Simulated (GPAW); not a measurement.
Crystal: Sn.

```
Sn
1.0
    -1.72654    1.77555    2.33834
     1.72654   -1.77555    2.33834
     1.72654    1.77555   -2.33834
Sn
1
Cartesian
  0.0000 0.0000 0.0000
```

This isn't the form of Sn at room conditions, which is tetragonal (white tin).

Base run:

```yaml
Program: GPAW 26.7.0
Functional: PBEsol
Potentials_or_basis: PAW data sets generated in the run's folder for this functional
Cutoff: 600 eV
Basis: pw
k_mesh: 9 × 9 × 9
Occupations: fermi-dirac, width 0.05 eV
Spin: no spin polarisation
```

Its results: pressure -3.6 GPa.

Q: The run is repeated on the same cell with these changes: functional from PBEsol to LDA; potentials or basis from PAW data sets generated in the run's folder for this functional to the program's PAW data sets (release 1.2.1) made for this functional. What comes out?

A: Pressure -4.7 GPa.

Not every run made on this cell is shown here.
